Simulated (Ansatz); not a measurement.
**Ge: what a guessed cell relaxes into, part 1 of 2**

The task: take a trial cell of Ge to zero force and stress.

Program: Ansatz 0.2.0. Level of theory: DFT PBE, scalar-relativistic, plane waves, PAW. These are calculated values, not measurements.

## Step 1: The structure to begin with

Symmetry: Cccm, No. 66, orthorhombic system. Conventional cell: a = 4.741 Å, b = 8.153 Å, c = 6.670 Å, α = 90.00°, β = 90.00°, γ = 90.00°. Ge (site symmetry 222) has 4 Ge at 2.36 Å as nearest neighbours. Ge (site symmetry m) has 4 Ge at 2.36 to 2.55 Å as nearest neighbours.

Structure file:

```cif
data_structure
_symmetry_space_group_name_H-M 'P 1'
_symmetry_Int_Tables_number 1
_cell_length_a 4.7158
_cell_length_b 4.7158
_cell_length_c 6.6697
_cell_angle_alpha 90.000
_cell_angle_beta 90.000
_cell_angle_gamma 119.645
_cell_volume 128.91
loop_
_atom_site_label
_atom_site_type_symbol
_atom_site_fract_x
_atom_site_fract_y
_atom_site_fract_z
_atom_site_occupancy
Ge1 Ge 0.50000 0.50000 0.25000 1
Ge2 Ge 0.50000 0.50000 0.75000 1
Ge3 Ge 0.30325 0.09165 0.00000 1
Ge4 Ge 0.69675 0.90835 0.00000 1
Ge5 Ge 0.09165 0.30325 0.50000 1
Ge6 Ge 0.90835 0.69675 0.50000 1
```

Recipe of the guess: 4-connected net of one element (Cccm, No. 66). Lengths come from tabulated atomic sizes and are only a guess.

## Step 2: The guess as it stands, on a coarse mesh

input.yaml

```yaml
crystal:
  lattice:
    - [2.37053422, -4.07667203, 0.0]
    - [2.37053422, 4.07667203, 0.0]
    - [0.0, 0.0, 6.66967539]
  atoms:
    - { symbol: Ge, position: [0.5, 0.5, 0.25] }
    - { symbol: Ge, position: [0.5, 0.5, 0.75] }
    - { symbol: Ge, position: [0.30325277, 0.09165407, 0.0] }
    - { symbol: Ge, position: [0.69674723, 0.90834593, 0.0] }
    - { symbol: Ge, position: [0.09165407, 0.30325277, 0.5] }
    - { symbol: Ge, position: [0.90834593, 0.69674723, 0.5] }
basis:
  ecutwfc: 420
kpoints:
  mp_grid: { grid: [4, 4, 4] }
hamiltonian:
  xc: pbe
scf:
  occupations: { method: gaussian, width: 0.1 }
  lower_state_search: "off"
output:
  forces: true
  stress: true
  eigenvalues: true
```

On the command line:

```sh
> ansatz run input.yaml --threads 1 --pin off --max-ram 2560MiB --backend cpu --events-out ev --progress --plain --runs-dir out
```

The program printed (excerpt; [...] marks lines left out):

```text
Warning: RAYON_NUM_THREADS=1 ignored (pool sized by the plan → 1); use --threads N
[...]
Pseudopotentials: kind: paw
Pseudopotential: Ge, paw, valence charge 14, recommended cutoff 420 eV (normal), Ge.paw.azcp
Functional definition: PBE
[...]
Crystal: 6 atoms, lattice volume = 128.910 Å³
Basis set: ecut = 420 eV, 2561 PW (Γ), exchange–correlation on 64×64×90 points (8 copies of the dense FFT grid, shifted against one another)
Bands: 51, of which v1, the nominal top of the filled ones, is band 42 counted from 1 (41 counted from 0)
Symmetry: 8 space group operations
Space group: Cccm (ITA 66), of the structure as read, at distance tolerance 5.1e-5 Å
k-points: 21 of 64
[...]
SCF iter   1: F=—  HF=-25766.872511 eV  |F-HF|=—  |Δ(HF+E_count)|=         —  Δρ=2.47e-3  dr2=1.64e-2  ethr=1.77e-3  ⟨swp⟩=6.1  Hψ=3817  notcnv=0  defer=5
[...]
SCF iter   6: F=-25766.864917 eV  HF=-25766.864917 eV  |F-HF|=1.52e-8  |Δ(HF+E_count)|=   8.62e-7  Δρ=8.89e-6  dr2=8.63e-8  ethr=1.19e-10  ⟨swp⟩=7.6  Hψ=4845  notcnv=0
[...]
SCF converged after 6 iterations
Free energy (F): -25766.864917 eV
[...]
E sigma→0 (E₀):  -25766.858064 eV
Entropy (-TS):   -0.013707 eV (-2.284 meV/atom)
Fermi energy:    8.871584 eV
[...]
--- Forces (eV/Å), atoms counted from 1 ---
  atom   1  Ge     0.00000000     0.00000000    -0.00000000
  atom   2  Ge     0.00000000     0.00000000     0.00000000
  atom   3  Ge    -0.57427839    -0.39354335     0.00000000
  atom   4  Ge     0.57427839     0.39354335     0.00000000
  atom   5  Ge    -0.57427839     0.39354335     0.00000000
  atom   6  Ge     0.57427839    -0.39354335     0.00000000
[...]
--- Stress (GPa, compression-positive) ---
        9.799890       0.000000       0.000000
        0.000000      12.898303       0.000000
        0.000000       0.000000      18.239617
  P = ⅓ Tr σ = 13.6459 GPa (136.459 kbar)
--- Band table (eV; the first three rows and the last of 21) ---
[...]
```

Run time: 5.1 s. Hardware: 1 thread of Intel Xeon Platinum 8488C (Sapphire Rapids), shared host; peak memory 0.45 GiB.

Read-out: pressure 13.6 GPa, largest force 0.70 eV/Å, gap on this mesh none (metal). A cheap, loose relaxation comes first.

## Step 3: Coarse relaxation

Changes to input.yaml since step 2:

```diff
@@ -25 +25,6 @@
   eigenvalues: true
+relax:
+  adjacent_minimum: "off"
+  f_tol: 0.04
+  max_steps: 70
+  cell: { stress_tol: 0.4 }
```

On the command line:

```sh
> ansatz run input.yaml --threads 1 --pin off --max-ram 2560MiB --backend cpu --events-out ev --progress --plain --runs-dir out
```

The program printed:

```text
Warning: RAYON_NUM_THREADS=1 ignored (pool sized by the plan → 1); use --threads N
Engine: ansatz 0.2.0, x86_64-unknown-linux-gnu
[... 3 set-up lines as earlier in the session ...]
  parameter kappa = 0.804
  parameter beta = 0.06672455060314922
  exchange = pbe_x(kappa = kappa, mu = beta*pi^2/3)
  correlation = pbe_c(beta = beta)
Crystal: 6 atoms, lattice volume = 128.910 Å³
Basis set: ecut = 420 eV, 2561 PW (Γ), exchange–correlation on 64×64×90 points (8 copies of the dense FFT grid, shifted against one another)
Bands: 51, of which v1, the nominal top of the filled ones, is band 42 counted from 1 (41 counted from 0)
[... 2 set-up lines as earlier in the session ...]
k-points: 21 of 64
Non-local potential: Ge, projectors of the file, l = 0: 2, l = 1: 2, l = 2: 3, l = 3: 1
PAW form: soft (Blöchl's): semilocal exchange-correlation on the pseudo side does not see the compensation charge
PAW one-centre angular grid: Ge, 590 points (default); XC on 64 Gauss nodes
Initial density: superposition of atomic densities (neutral atoms: chi_scale 0, normalization atom), corrected by the library's trained network
Initial wavefunctions: pseudopotential atomic-orbital guess
Functional: x = pbe(κ = 0.804, μ = 0.2195149727645171), c = pbe(β = 0.06672455060314922)
SCF iter   1: F=—  HF=-25766.872511 eV  |F-HF|=—  |Δ(HF+E_count)|=         —  Δρ=2.47e-3  dr2=1.64e-2  ethr=1.77e-3  ⟨swp⟩=6.1  Hψ=3817  notcnv=0  defer=5
preconditioner: auto → LDOS  [insulator: Δε(μ)=0.155 eV  Ē_g=22.676 eV  σ=0.100 eV  W_gap=0.54  n_scr=34 (ndim 8)  ℏωp=30.0 eV  f_vac=0.068  D(μ)=2.89/eV (n_scr^D=22)  ε∞_Penn≈2.7  β→1.0]
SCF iter   2: F=—  HF=-25766.866729 eV  |F-HF|=—  |Δ(HF+E_count)|=   5.78e-3  Δρ=1.66e-3  dr2=3.91e-3  ethr=1.96e-5  ⟨swp⟩=2.0  Hψ=2196  notcnv=0  defer=27
SCF iter   3: F=—  HF=-25766.865127 eV  |F-HF|=—  |Δ(HF+E_count)|=   1.60e-3  Δρ=3.75e-4  dr2=2.48e-4  ethr=4.65e-6  ⟨swp⟩=2.0  Hψ=1904  notcnv=0  defer=27
SCF iter   4: F=—  HF=-25766.865005 eV  |F-HF|=—  |Δ(HF+E_count)|=   1.21e-4  Δρ=1.16e-4  dr2=2.44e-5  ethr=2.95e-7  ⟨swp⟩=2.0  Hψ=1904  notcnv=0  defer=27
SCF iter   5: F=—  HF=-25766.864918 eV  |F-HF|=—  |Δ(HF+E_count)|=   8.74e-5  Δρ=4.25e-5  dr2=1.82e-6  ethr=2.90e-8  ⟨swp⟩=2.0  Hψ=1895  notcnv=0  defer=27
SCF iter   6: F=-25766.864917 eV  HF=-25766.864917 eV  |F-HF|=1.52e-8  |Δ(HF+E_count)|=   8.62e-7  Δρ=8.89e-6  dr2=8.63e-8  ethr=1.19e-10  ⟨swp⟩=7.6  Hψ=4836  notcnv=0
SCF 1 converged in 6 iterations: F = -25766.864917 eV  dr2 = 8.63e-8
relax step   1: F+E_penalty+E_count = -25766.86491695 eV  Δ(F+E_penalty+E_count) = +0.000e0 eV  max|allowed force component| = 5.743e-1 eV/Å  Δτ_max = 0.0000 Å  P = +13.646 GPa  Ω = 128.910 Å³  (6 SCF iters, dr2 threshold 1.00e-7 eV, accepted)
Crystal: 6 atoms, lattice volume = 141.516 Å³
Basis set: ecut = 420 eV, 2753 PW (Γ), exchange–correlation on 64×64×90 points (8 copies of the dense FFT grid, shifted against one another)
Initial density: handed on by an earlier stage of this run
Initial wavefunctions: those handed on with the density
iter 1 solved again at ethr=3.38e-5 eV; its pass at ethr=3.10e-3 eV (dr2=2.84e-2 eV) is discarded
SCF iter   1: F=—  HF=-25767.691887 eV  |F-HF|=—  |Δ(HF+E_count)|=         —  Δρ=3.99e-3  dr2=2.83e-2  ethr=3.38e-5  ⟨swp⟩=2.7  Hψ=5589  notcnv=0
preconditioner: auto → LDOS  [metal: Δε(μ)=0.061 eV  Ē_g=22.342 eV  σ=0.100 eV  W_gap=0.32  n_scr=34 (ndim 8)  ℏωp=28.6 eV  f_vac=0.101  D(μ)=2.49/eV (n_scr^D=20)  β→1.0]
SCF iter   2: F=—  HF=-25767.692045 eV  |F-HF|=—  |Δ(HF+E_count)|=   1.58e-4  Δρ=1.44e-3  dr2=4.12e-3  ethr=3.37e-5  ⟨swp⟩=2.0  Hψ=1371  notcnv=0
SCF iter   3: F=—  HF=-25767.691605 eV  |F-HF|=—  |Δ(HF+E_count)|=   4.40e-4  Δρ=5.82e-4  dr2=8.67e-4  ethr=4.90e-6  ⟨swp⟩=2.0  Hψ=1959  notcnv=0
SCF iter   4: F=—  HF=-25767.691467 eV  |F-HF|=—  |Δ(HF+E_count)|=   1.38e-4  Δρ=2.23e-4  dr2=1.29e-4  ethr=1.03e-6  ⟨swp⟩=2.3  Hψ=1509  notcnv=0
SCF iter   5: F=—  HF=-25767.691321 eV  |F-HF|=—  |Δ(HF+E_count)|=   1.47e-4  Δρ=1.00e-4  dr2=1.35e-5  ethr=1.54e-7  ⟨swp⟩=2.0  Hψ=1957  notcnv=0
SCF iter   6: F=-25767.691312 eV  HF=-25767.691312 eV  |F-HF|=2.43e-7  |Δ(HF+E_count)|=   8.98e-6  Δρ=1.52e-5  dr2=3.79e-7  ethr=7.14e-10  ⟨swp⟩=4.2  Hψ=4795  notcnv=0
SCF 2 converged in 6 iterations: F = -25767.691312 eV  dr2 = 3.79e-7
relax step   2: F+E_penalty+E_count = -25767.69131191 eV  Δ(F+E_penalty+E_count) = -8.264e-1 eV  max|allowed force component| = 3.829e-2 eV/Å  Δτ_max = 0.0159 Å  P = +5.434 GPa  Ω = 141.516 Å³  energy of the carried Pulay correction = -2.266e-3 eV  (6 SCF iters, dr2 threshold 6.00e-7 eV, accepted)
Crystal: 6 atoms, lattice volume = 150.504 Å³
Basis set: ecut = 420 eV, 2941 PW (Γ), exchange–correlation on 64×64×90 points (8 copies of the dense FFT grid, shifted against one another)
iter 1 solved again at ethr=1.88e-5 eV; its pass at ethr=3.10e-3 eV (dr2=1.58e-2 eV) is discarded
SCF iter   1: F=—  HF=-25767.982209 eV  |F-HF|=—  |Δ(HF+E_count)|=         —  Δρ=3.34e-3  dr2=1.60e-2  ethr=1.88e-5  ⟨swp⟩=2.0  Hψ=5625  notcnv=0
preconditioner: auto → LDOS  [metal: Δε(μ)=0.072 eV  Ē_g=22.179 eV  σ=0.100 eV  W_gap=0.39  n_scr=34 (ndim 8)  ℏωp=27.7 eV  f_vac=0.116  D(μ)=3.59/eV (n_scr^D=22)  β→1.0]
SCF iter   2: F=—  HF=-25767.981438 eV  |F-HF|=—  |Δ(HF+E_count)|=   7.71e-4  Δρ=9.66e-4  dr2=2.13e-3  ethr=1.88e-5  ⟨swp⟩=2.0  Hψ=1326  notcnv=0
SCF iter   3: F=—  HF=-25767.981352 eV  |F-HF|=—  |Δ(HF+E_count)|=   8.62e-5  Δρ=4.14e-4  dr2=5.06e-4  ethr=2.53e-6  ⟨swp⟩=2.0  Hψ=1958  notcnv=0
SCF iter   4: F=—  HF=-25767.981226 eV  |F-HF|=—  |Δ(HF+E_count)|=   1.26e-4  Δρ=1.66e-4  dr2=7.16e-5  ethr=6.02e-7  ⟨swp⟩=2.6  Hψ=1759  notcnv=0
SCF iter   5: F=—  HF=-25767.981240 eV  |F-HF|=—  |Δ(HF+E_count)|=   1.40e-5  Δρ=7.99e-5  dr2=9.60e-6  ethr=8.52e-8  ⟨swp⟩=2.0  Hψ=1956  notcnv=0
SCF iter   6: F=-25767.981236 eV  HF=-25767.981236 eV  |F-HF|=4.87e-7  |Δ(HF+E_count)|=   4.34e-6  Δρ=1.23e-5  dr2=3.64e-7  ethr=7.14e-10  ⟨swp⟩=4.1  Hψ=4866  notcnv=0
SCF 3 converged in 6 iterations: F = -25767.981236 eV  dr2 = 3.64e-7
relax step   3: F+E_penalty+E_count = -25767.98123647 eV  Δ(F+E_penalty+E_count) = -2.899e-1 eV  max|allowed force component| = 3.955e-2 eV/Å  Δτ_max = 0.0385 Å  P = +1.860 GPa  Ω = 150.504 Å³  energy of the carried Pulay correction = -3.758e-3 eV  (6 SCF iters, dr2 threshold 6.00e-7 eV, accepted)
[... 11 lines left out ...]
relax step   4: F+E_penalty+E_count = -25768.02450485 eV  Δ(F+E_penalty+E_count) = -4.327e-2 eV  max|allowed force component| = 9.384e-3 eV/Å  Δτ_max = 0.0115 Å  P = +0.277 GPa  Ω = 155.287 Å³  energy of the carried Pulay correction = -4.513e-3 eV  (6 SCF iters, dr2 threshold 6.00e-7 eV, accepted)
[... 11 lines left out ...]
relax step   5: F+E_penalty+E_count = -25768.02037535 eV  Δ(F+E_penalty+E_count) = +4.129e-3 eV  max|allowed force component| = 7.701e-2 eV/Å  Δτ_max = 0.0195 Å  P = -0.404 GPa  Ω = 157.947 Å³  energy of the carried Pulay correction = -4.923e-3 eV  (6 SCF iters, dr2 threshold 6.00e-7 eV, rejected (line search))
[... 12 lines left out ...]
relax step   6: F+E_penalty+E_count = -25768.02788222 eV  Δ(F+E_penalty+E_count) = -3.377e-3 eV  max|allowed force component| = 7.975e-3 eV/Å  Δτ_max = 0.0089 Å  P = -0.065 GPa  Ω = 156.539 Å³  energy of the carried Pulay correction = -4.707e-3 eV  (7 SCF iters, accepted)
[... 14 lines left out ...]
relax step   7: F+E_penalty+E_count = -25768.05751249 eV  Δ(F+E_penalty+E_count) = -2.963e-2 eV  max|allowed force component| = 1.086e-2 eV/Å  Δτ_max = 0.0000 Å  P = +0.329 GPa  Ω = 156.539 Å³  stress off target by 5.83e-1 GPa  SCF on the basis re-selected at this cell (its energy is not comparable with the rows above)  (8 SCF iters)
[... 12 lines left out ...]
relax step   8: F+E_penalty+E_count = -25768.05065850 eV  Δ(F+E_penalty+E_count) = +6.854e-3 eV  max|allowed force component| = 2.268e-1 eV/Å  Δτ_max = 0.0273 Å  P = -0.193 GPa  Ω = 157.569 Å³  energy of the carried Pulay correction = -1.521e-4 eV  (6 SCF iters, dr2 threshold 6.00e-7 eV, rejected (line search))
[... 13 lines left out ...]
relax step   9: F+E_penalty+E_count = -25768.06254674 eV  Δ(F+E_penalty+E_count) = -5.034e-3 eV  max|allowed force component| = 6.431e-3 eV/Å  Δτ_max = 0.0125 Å  P = +0.058 GPa  Ω = 157.857 Å³  energy of the carried Pulay correction = -1.962e-4 eV  (8 SCF iters, accepted)
Basis set: ecut = 420 eV, 3073 PW (Γ), exchange–correlation on 72×72×108 points (8 copies of the dense FFT grid, shifted against one another)
iter 1 solved again at ethr=2.13e-7 eV; its pass at ethr=3.10e-3 eV (dr2=1.79e-4 eV) is discarded
SCF iter   1: F=—  HF=-25768.044309 eV  |F-HF|=—  |Δ(HF+E_count)|=         —  Δρ=5.77e-4  dr2=2.98e-5  ethr=2.13e-7  ⟨swp⟩=2.2  Hψ=5986  notcnv=0
preconditioner: auto → LDOS  [metal: Δε(μ)=0.022 eV  Ē_g=22.037 eV  σ=0.100 eV  W_gap=0.12  n_scr=34 (ndim 8)  ℏωp=27.1 eV  f_vac=0.123  D(μ)=5.00/eV (n_scr^D=34)  β→1.0]
SCF iter   2: F=—  HF=-25768.062721 eV  |F-HF|=—  |Δ(HF+E_count)|=   1.84e-2  Δρ=5.30e-5  dr2=1.17e-5  ethr=3.55e-8  ⟨swp⟩=3.0  Hψ=1416  notcnv=0
SCF iter   3: F=—  HF=-25768.062687 eV  |F-HF|=—  |Δ(HF+E_count)|=   3.38e-5  Δρ=3.39e-5  dr2=2.00e-6  ethr=1.39e-8  ⟨swp⟩=2.0  Hψ=1311  notcnv=0
SCF iter   4: F=—  HF=-25768.062722 eV  |F-HF|=—  |Δ(HF+E_count)|=   3.48e-5  Δρ=1.42e-5  dr2=7.99e-7  ethr=2.38e-9  ⟨swp⟩=2.2  Hψ=1783  notcnv=0
SCF iter   5: F=—  HF=-25768.062724 eV  |F-HF|=—  |Δ(HF+E_count)|=   2.09e-6  Δρ=6.40e-6  dr2=7.69e-8  ethr=9.52e-10  ⟨swp⟩=2.0  Hψ=1958  notcnv=0
SCF iter   6: F=—  HF=-25768.062724 eV  |F-HF|=—  |Δ(HF+E_count)|=   1.00e-8  Δρ=1.63e-6  dr2=5.73e-9  ethr=9.16e-11  ⟨swp⟩=2.0  Hψ=1958  notcnv=0
SCF iter   7: F=-25768.062724 eV  HF=-25768.062724 eV  |F-HF|=2.73e-10  |Δ(HF+E_count)|=   2.01e-8  Δρ=3.12e-7  dr2=2.81e-10  ethr=4.57e-12  ⟨swp⟩=4.2  Hψ=3247  notcnv=0
SCF 10 converged in 7 iterations: F = -25768.062724 eV  dr2 = 2.81e-10
relax step  10: F+E_penalty+E_count = -25768.06272415 eV  Δ(F+E_penalty+E_count) = -1.774e-4 eV  max|allowed force component| = 6.471e-3 eV/Å  Δτ_max = 0.0000 Å  P = +0.056 GPa  Ω = 157.857 Å³  stress off target by 1.80e-1 GPa  SCF on the basis re-selected at this cell (its energy is not comparable with the rows above)  (7 SCF iters)
basis re-selected at this cell: Δ(F+E_penalty+E_count) = -1.774e-4 eV, ΔP = -0.002 GPa vs the last step (what re-selecting the basis moved, of the pressure what is left beyond the Pulay correction that the steps carried, after the strain that the cell walked since its last selection, with what the two solves' SCF thresholds leave and, on support functions, any second-order correction that the steps lacked; it is no measure of the basis error at this ecutwfc). The dense FFT grid was sized anew with the basis: this SCF ran on 36×36×54 points, the steps before it on 36×36×50, so part of this shift can come from that change (see relax.cell in the input reference). This SCF's stress stands 1.80e-1 GPa from its target on what of the cell is left free (relax.cell.stress_tol is 4.00e-1 GPa) and its largest allowed force component is 6.47e-3 eV/Å (relax.f_tol is 4.00e-2 eV/Å): within both
SCF converged after 7 iterations
Free energy (F): -25768.062724 eV
Harris-Foulkes:  -25768.062724 eV  (|F-HF|=2.73e-10)
Internal energy: -25768.037667 eV  (E = F + TS)
E sigma→0 (E₀):  -25768.050196 eV
Entropy (-TS):   -0.025057 eV (-4.176 meV/atom)
Fermi energy:    6.642060 eV
--- Per-component energies (eV) ---
  E_band       = -1036.854713
  E_kinetic    = 661.629275
  E_local      = -15857.697575  (includes V_loc(G=0)·N_el)
  E_nonlocal   = 2501.827706
  E_hartree    = 6950.288706
  E_xc         = -450.429590
  E_vxc        = -383.165007  (∫ρ·V_xc dr)
  E_paw        = -12109.613455  (= ΣΔE_a)
  E_vpaw       = -1860.029356  (= ΣTr[D̂ρ^β])
  E_aug_tail   = 0.001980  (compensation charges beyond the density's cutoff)
  E_ewald      = -7464.044715
  E_smearing   = -0.025057  (= −TS)
  E_closure    = -0.000000  (closes the sum)
  Σ components = -25768.062724   (vs F -25768.062724, Δ=0.00e0)
--- Forces (eV/Å), atoms counted from 1 ---
  atom   1  Ge     0.00000000     0.00000000     0.00000000
  atom   2  Ge     0.00000000     0.00000000     0.00000000
  atom   3  Ge     0.00032677     0.00647068     0.00000000
  atom   4  Ge    -0.00032677    -0.00647068     0.00000000
  atom   5  Ge     0.00032677    -0.00647068     0.00000000
  atom   6  Ge    -0.00032677     0.00647068     0.00000000
  max |Σ_I F_I| component: 6.94e-18 eV/Å
--- Stress (GPa, compression-positive) ---
       -0.040485       0.000000       0.000000
        0.000000       0.180382       0.000000
        0.000000       0.000000       0.028143
  P = ⅓ Tr σ = 0.0560 GPa (0.560 kbar)
--- Band table (eV; the first three rows and the last of 21) ---
  k-point 0: bands = ["-18.0362", "-18.0289", "-18.0268", "-17.9977", "-17.9912", "-17.9754", "-17.9692", "-17.9675", "-17.9466", "-17.9465", "-17.9459", "-17.9458", "-17.9430", "-17.9336", "-17.9324", "-17.9256", "-17.8880", "-17.8801", "-17.8668", "-17.8610", "-17.7609", "-17.7499", "-17.7433", "-17.7428", "-17.7159", "-17.7089", "-17.7078", "-17.7061", "-17.6903", "-17.6570", "-5.3841", "-3.6053", "-2.0672", "0.8109", "1.0674", "1.2685", "3.7023", "4.1602", "4.6769", "5.0574", "5.3205", "5.8161", "6.4281", "7.0944", "7.7885", "7.9610", "8.0615", "8.5367", "11.2602", "11.3153", "11.5922"]
  k-point 1: bands = ["-18.0334", "-18.0276", "-18.0260", "-18.0099", "-17.9927", "-17.9839", "-17.9623", "-17.9563", "-17.9543", "-17.9462", "-17.9462", "-17.9441", "-17.9318", "-17.9306", "-17.9305", "-17.9249", "-17.8958", "-17.8902", "-17.8615", "-17.8572", "-17.7585", "-17.7550", "-17.7512", "-17.7456", "-17.7089", "-17.7087", "-17.7077", "-17.7032", "-17.6853", "-17.6617", "-5.2352", "-4.1244", "-1.3187", "0.8548", "0.9478", "1.0379", "3.6476", "3.9809", "4.3805", "4.8652", "5.1839", "5.4950", "6.6227", "7.1945", "8.2377", "8.4646", "8.9412", "9.1271", "10.5966", "11.1315", "11.1580"]
  k-point 2: bands = ["-18.0257", "-18.0257", "-18.0245", "-18.0245", "-17.9927", "-17.9927", "-17.9551", "-17.9551", "-17.9477", "-17.9477", "-17.9465", "-17.9465", "-17.9260", "-17.9260", "-17.9247", "-17.9247", "-17.9020", "-17.9020", "-17.8564", "-17.8564", "-17.7594", "-17.7594", "-17.7513", "-17.7513", "-17.7080", "-17.7080", "-17.7023", "-17.7023", "-17.6732", "-17.6732", "-4.7976", "-4.7976", "-0.0565", "-0.0565", "0.9536", "0.9536", "3.6264", "3.6264", "4.5516", "4.5516", "5.1695", "5.1695", "6.9629", "6.9629", "9.1751", "9.1751", "9.7023", "9.7023", "10.2733", "10.2733", "11.2590"]
  k-point 20: bands = ["-18.0416", "-18.0416", "-18.0270", "-18.0270", "-18.0221", "-18.0221", "-17.9816", "-17.9816", "-17.9313", "-17.9313", "-17.9232", "-17.9232", "-17.9074", "-17.9074", "-17.8979", "-17.8979", "-17.8933", "-17.8933", "-17.8674", "-17.8674", "-17.7505", "-17.7505", "-17.7461", "-17.7461", "-17.7263", "-17.7263", "-17.7025", "-17.7025", "-17.6751", "-17.6751", "-4.0147", "-4.0147", "-1.9316", "-1.9316", "0.7471", "0.7471", "3.7686", "3.7686", "3.8374", "3.8374", "6.1026", "6.1026", "8.8905", "8.8905", "10.0154", "10.0154", "10.3794", "10.3794", "10.5773", "10.5773", "11.7656"]
--- Relaxed structure (8 steps of the walk, 6 accepted, 2 SCFs on fresh bases) ---
  F+E_penalty+E_count = -25768.06272415 eV   max|allowed force component| = 6.471e-3 eV/Å   (the final SCF, on the basis selected at the relaxed cell)
  cell:  # Å, volume = 157.8571 Å³
    - [2.349718281100103, -4.47411789384661, 0.0]
    - [2.349718281100103, 4.47411789384661, 0.0]
    - [0.0, 0.0, 7.507769727962812]
  atoms:
    - { symbol: Ge, position: [0.5, 0.5, 0.24999999999999997] }
    - { symbol: Ge, position: [0.5, 0.5, 0.7499999999999999] }
    - { symbol: Ge, position: [0.3214216477349209, 0.10747678185008826, -1.0828468957095877e-35] }
    - { symbol: Ge, position: [0.6785783522650795, 0.8925232181499119, -1.0828468957095877e-35] }
    - { symbol: Ge, position: [0.10747678185008826, 0.3214216477349209, 0.49999999999999994] }
    - { symbol: Ge, position: [0.8925232181499119, 0.6785783522650795, 0.49999999999999994] }
```

It took 67 s on 1 thread of Intel Xeon Platinum 8488C (Sapphire Rapids), shared host; peak memory 0.51 GiB.

The steps of the relaxation:

```csv
step,E - E(step 1) (eV/cell),largest force component (eV/Å),pressure (GPa),volume (Å³)
1,0.0000,0.5743,13.65,128.91
2,-0.8264,0.0383,5.43,141.52
3,-1.1163,0.0396,1.86,150.50
4,-1.1596,0.0094,0.28,155.29
5,-1.1555,0.0770,-0.40,157.95
6,-1.1630,0.0080,-0.07,156.54
7,-1.1926,0.0109,0.33,156.54
8,-1.1857,0.2268,-0.19,157.57
9,-1.1976,0.0064,0.06,157.86
10,-1.1978,0.0065,0.06,157.86
```

Step 1 is the start. Steps 7, 10 each repeat the geometry before them on a plane-wave basis chosen anew, so the energy can jump there without any move. Steps 5, 8 were tried and not accepted.

Lengths and angles in the start's conventional setting:

|  | before | after | change |
| --- | --- | --- | --- |
| a (Å) | 4.741 | 4.699 | -0.9 % |
| b (Å) | 8.153 | 8.948 | +9.7 % |
| c (Å) | 6.670 | 7.508 | +12.6 % |
| volume (Å³/atom) | 21.49 | 26.31 | +22.5 % |
| shortest distance (Å) | 2.363 | 2.498 | +5.7 % |
| space group (0.01 Å) | Cccm | Cccm | same |

Forces and stress were held to the start's 8 operations: a distortion of lower symmetry was not tested.

(Continued in part 2 of 2.)
